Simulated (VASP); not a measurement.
# PbSe (Clausthalite) (Fm-3m) in VASP: single point with PBE

Aim: the single point of PbSe (Clausthalite) with PBE.

All numbers are computed with VASP 6.6.1; they aren't measurements. Logs are shortened: lines on timing, memory, paths and dates and some standing lists are left out, and cuts for length are marked.

**What was measured.**

A printed reference work, monograph reports, for a bulk crystal of PbSe at 300 K: band gap 0.28 eV (direct).

How close the calculation comes is told below.

### 1 The cell of the first run

It takes space group Fm-3m (No. 225, cubic). The conventional cell has a = 6.139 Å, b = 6.139 Å, c = 6.139 Å, α = 90.00°, β = 90.00°, γ = 90.00°. Pb (site symmetry m-3m) has 6 Se at 3.07 Å within 4.0 Å. Within 4.0 Å of Se (site symmetry m-3m) lie 6 Pb at 3.07 Å.

### 2 Single point, PBE

The input, INCAR:

```
SYSTEM = PbSe
PREC = Accurate
ENCUT = 520
EDIFF = 1E-7
ISMEAR = 0
SIGMA = 0.01
LREAL = .False.
LASPH = .True.
NELM = 100
ALGO = Normal
ISIF = 2
LWAVE = .False.
LCHARG = .True.
GGA = PE
LELF = .True.
LVHAR = .True.
NBANDS = 17
```

The input, KPOINTS:

```
Automatic mesh
0
Gamma
  8 8 8
  0 0 0
```

The input, POSCAR:

```
PbSe
1.0
    0.0000000000      3.0696893642      3.0696893642
    3.0696893642      0.0000000000      3.0696893642
    3.0696893642      3.0696893642      0.0000000000
Pb Se
1 1
Direct
    0.0000000000      0.0000000000      0.0000000000
    0.5000000000      0.5000000000      0.5000000000
```

Potentials or basis: VASP PAW PBE potentials, release 64 (Pb_d, Se).

Command:

```bash
$ cat potpaw_PBE.64/Pb_d/POTCAR potpaw_PBE.64/Se/POTCAR > POTCAR
$ mpirun -np 1 vasp_std > vasp.out
```

OUTCAR:

```text
SYSTEM = PbSe
   PREC = Accurate
   ENCUT = 520
   EDIFF = 1E-7
   ISMEAR = 0
   LREAL = .False.
   LASPH = .True.
   NELM = 100
   ISIF = 2
   GGA = PE

 ion  position               nearest neighbor table
   1  0.000  0.000  0.000-   2 3.07   2 3.07   2 3.07   2 3.07   2 3.07   2 3.07
   2  0.500  0.500  0.500-   1 3.07   1 3.07   1 3.07   1 3.07   1 3.07   1 3.07

  LATTYP: Found a face centered cubic cell.
 ALAT       =     6.1393787284

  Lattice vectors:

 A1 = (   0.0000000000,   3.0696893642,   3.0696893642)
 A2 = (   3.0696893642,   0.0000000000,   3.0696893642)
 A3 = (   3.0696893642,   3.0696893642,   0.0000000000)

Analysis of symmetry for initial positions (statically):
=====================================================================
 Subroutine PRICEL returns:
 Original cell was already a primitive cell.

 Routine SETGRP: Setting up the symmetry group for a
 face centered cubic supercell.

 Subroutine GETGRP returns: Found 48 space group operations
[... 9 lines left out ...]

 Routine SETGRP: Setting up the symmetry group for a
 face centered cubic supercell.

 Subroutine GETGRP returns: Found 48 space group operations
[... 11 lines left out ...]
                                     Primitive cell

  volume of cell :      57.8513

  direct lattice vectors                    reciprocal lattice vectors
     0.000000000  3.069689364  3.069689364    -0.162882931  0.162882931  0.162882931
     3.069689364  0.000000000  3.069689364     0.162882931 -0.162882931  0.162882931
     3.069689364  3.069689364  0.000000000     0.162882931  0.162882931 -0.162882931

  length of vectors
     4.341196331  4.341196331  4.341196331     0.282121512  0.282121512  0.282121512

  position of ions in fractional coordinates (direct lattice)
     0.000000000  0.000000000  0.000000000
     0.500000000  0.500000000  0.500000000

  ion indices of the primitive-cell ions
   primitive index   ion index
                 1           1
                 2           2

----------------------------------------------------------------------------------------

 KPOINTS: Automatic mesh

Automatic generation of k-mesh.
 Grid dimensions read from file:
 generate k-points for:    8    8    8

 Generating k-lattice:

  Cartesian coordinates                     Fractional coordinates (reciprocal lattice)
    -0.020360366  0.020360366  0.020360366     0.125000000  0.000000000  0.000000000
     0.020360366 -0.020360366  0.020360366     0.000000000  0.125000000  0.000000000
     0.020360366  0.020360366 -0.020360366     0.000000000  0.000000000  0.125000000

  Length of vectors
[... 47 lines left out ...]
   ISTART =      0    job   : 0-new  1-cont  2-samecut
   ICHARG =      2    charge: 1-file 2-atom 10-const
   ISPIN  =      1    spin polarized calculation?
   LNONCOLLINEAR =      F non collinear calculations
   LSORBIT =      F    spin-orbit coupling
   LASPH  =      T    aspherical Exc in radial PAW
   ENCUT  =  520.0 eV  38.22 Ry    6.18 a.u.   8.07  8.07  8.07*2*pi/ulx,y,z
   NELM   =    100;   NELMIN=  2; NELMDL= -5     # of ELM steps
   EDIFF  = 0.1E-06   stopping-criterion for ELM
   LREAL  =      F    real-space projection
   EDIFFG = 0.1E-05   stopping-criterion for IOM
   NSW    =      0    number of steps for IOM
   IBRION =     -1    ionic relax: 0-MD 1-quasi-New 2-CG
   NFREE  =      0    steps in history (QN), initial steepest desc. (CG)
   ISIF   =      2    stress and relaxation
   ISYM   =      2    0-nonsym 1-usesym 2-fastsym
   POTIM  = 0.5000    time-step for ionic-motion
   TEBEG  =    0.0;   TEEND  =   0.0 temperature during run
   PSTRESS=    0.0 pullay stress
   NELECT =      20.0000    total number of electrons
   NUPDOWN=      -1.0000    fix difference up-down
   EMIN   =  10.00;   EMAX   =-10.00  energy-range for DOS
   EFERMI =   0.00;   METHOD = LEGACY
   ISMEAR =     0;   SIGMA  =   0.01  broadening in eV -4-tet -1-fermi 0-gaus
   EFERMI_NEDOS =   21; number of points for ismear=-14 and -15
   IALGO  =     38    algorithm
   IMIX   =      4    mixing-type and parameters
     AMIX     =   0.40;   BMIX     =  1.00
     AMIX_MAG =   1.60;   BMIX_MAG =  1.00
  volume/ion in A,a.u.               =      28.93       195.20
  Fermi-wavevector in a.u.,A,eV,Ry     =   1.148983  2.171264 17.961904  1.320163
  Thomas-Fermi vector in A             =   2.285655
   LORBIT       =      0    0 simple, 1 ext, 2 COOP (PROOUT), +10 PAW based schemes
   GGA     = PE    functional components
   LHFCALC =     F    Hartree Fock is set to
   AEXX    =    0.0000 exact exchange contribution
   IVDW    =     0    specifies the selected vdW correction
   LEPSILON=     F    determine dielectric tensor
   LRPA    =     F    only Hartree local field effects (RPA)
 non-spin polarized calculation
 Gauss-broadening in eV      SIGMA  =   0.01
  energy-cutoff  :      520.00
  volume of cell :       57.85
 maximum number of plane-waves:      1588
   NGX = 17   NGY = 17   NGZ = 17

 number of electron      19.9999997 magnetization

 Free energy of the ion-electron system (eV)
  ---------------------------------------------------
  ext. energy  EPLUGINS =         0.00000000
  ---------------------------------------------------
  free energy    TOTEN  =        -8.18536352 eV

  energy without entropy =       -8.18536352  energy(sigma->0) =       -8.18536352

 E-fermi :   5.0048     XC(G=0):  -9.4894

 val. band max:        4.9530173057   @ k =   0.5000   0.0000   0.0000
 cond. band min:       5.2736436757   @ k =   0.5000   0.0000   0.0000
 fundamental gap:      0.3206263700
 Fermi energy:         5.0048286335

 k-point     1 :       0.0000    0.0000    0.0000
  band No.  band energies     occupation
      1     -11.8627      2.00000
      2     -11.8627      2.00000
      3     -11.8627      2.00000
      4     -11.8583      2.00000
      5     -11.8583      2.00000
      6      -8.5595      2.00000
[... 457 lines left out ...]
      4     -11.8427      2.00000
      5     -11.8283      2.00000
      6      -7.3273      2.00000
[... 9 lines left out ...]
     16      15.7983      0.00000
     17      15.8734      0.00000

 [... further k-points ...]
[... 5 lines left out ...]
  --------------------------------------------------------------------------------------
  -------------------------------------------------------------------------------------
  Total        0.6905897      0.6905897      0.6905897      0.0000000      0.0000000      0.0000000
  in kB       19.1257011     19.1257011     19.1257011      0.0000000      0.0000000      0.0000000
  external PRESSURE =      19.1257011 kB  Pullay stress =       0.0000000 kB

 VOLUME and BASIS-vectors are now :
 -----------------------------------------------------------------------------
  energy-cutoff  :      520.00
  volume of cell :       57.85
      direct lattice vectors                 reciprocal lattice vectors
     0.000000000  3.069689364  3.069689364    -0.162882931  0.162882931  0.162882931
     3.069689364  0.000000000  3.069689364     0.162882931 -0.162882931  0.162882931
     3.069689364  3.069689364  0.000000000     0.162882931  0.162882931 -0.162882931

 POSITION                                       TOTAL-FORCE (eV/Angst)
 -----------------------------------------------------------------------------------
      0.00000      0.00000      0.00000        -0.000000     -0.000000      0.000000
      3.06969      3.06969      3.06969         0.000000      0.000000     -0.000000
 -----------------------------------------------------------------------------------
    total drift:                                0.000000     -0.000000     -0.000000

  FREE ENERGIE OF THE ION-ELECTRON SYSTEM (eV)
  ---------------------------------------------------
  free  energy   TOTEN  =        -8.1853635159 eV

  energy  without entropy=       -8.1853635159  energy(sigma->0) =       -8.18536352
```

OSZICAR:

```text
N       E                     dE             d eps       ncg     rms          rms(c)
DAV:   1     0.161118451563E+03    0.16112E+03   -0.95293E+03   986   0.120E+03
DAV:   2     0.359885364829E+01   -0.15752E+03   -0.15185E+03  1022   0.308E+02
DAV:   3    -0.819115611974E+01   -0.11790E+02   -0.11702E+02  1312   0.902E+01
DAV:   4    -0.847052172047E+01   -0.27937E+00   -0.27909E+00  1179   0.156E+01
DAV:   5    -0.847976955320E+01   -0.92478E-02   -0.92473E-02  1408   0.274E+00    0.275E+00
DAV:   6    -0.818693745832E+01    0.29283E+00   -0.72366E-01  1476   0.578E+00    0.155E+00
DAV:   7    -0.818227232445E+01    0.46651E-02   -0.12136E-01  1205   0.166E+00    0.853E-01
DAV:   8    -0.818575051932E+01   -0.34782E-02   -0.13344E-02  1193   0.126E+00    0.166E-01
DAV:   9    -0.818528826921E+01    0.46225E-03   -0.28390E-03  1488   0.515E-01    0.522E-02
DAV:  10    -0.818535672016E+01   -0.68451E-04   -0.22454E-04  1117   0.858E-02    0.194E-02
DAV:  11    -0.818536345506E+01   -0.67349E-05   -0.61021E-05  1302   0.786E-02    0.864E-03
DAV:  12    -0.818536348845E+01   -0.33400E-07   -0.33428E-06  1261   0.128E-02    0.233E-03
DAV:  13    -0.818536351587E+01   -0.27414E-07   -0.13805E-07  1020   0.371E-03
   1 F= -.81853635E+01 E0= -.81853635E+01  d E =-.968177E-16
```

stdout:

```text
POSCAR found type information on POSCAR PbSe
 POSCAR found :  2 types and       2 ions
 scaLAPACK will be used
 LDA part: xc-table for (Slater+PW92), standard interpolation
 POSCAR, INCAR and KPOINTS ok, starting setup
 FFT: planning ... GRIDC
 FFT: planning ... GRID_SOFT
 FFT: planning ... GRID
 WAVECAR not read
 entering main loop
```

Run time: 47 s. Hardware: 1 thread of AMD EPYC 7R13, shared host; peak memory 0.16 GiB.

What came out:

| Item | Value |
| --- | --- |
| Free energy | -8.1854 eV |
| Pressure | 1.9 GPa |
| Band gap on the k mesh | 0.32 eV, direct |

Caveat: spin-orbit coupling is left out, which moves the levels of the heavy elements.

### 3 Against experiment

Step 2. A measured gap of PbSe is 0.28 eV (direct; 300 K; a printed reference work, monograph); the calculated 0.32 eV misses it by +0.04 eV. 2 values of this kind are on record (0.15 to 0.28 eV); this one was drawn at random. Spin-orbit coupling on Pb, Se is left out. The value is that of PBE on a finite k mesh, which can miss the band edges, without temperature or zero-point motion.
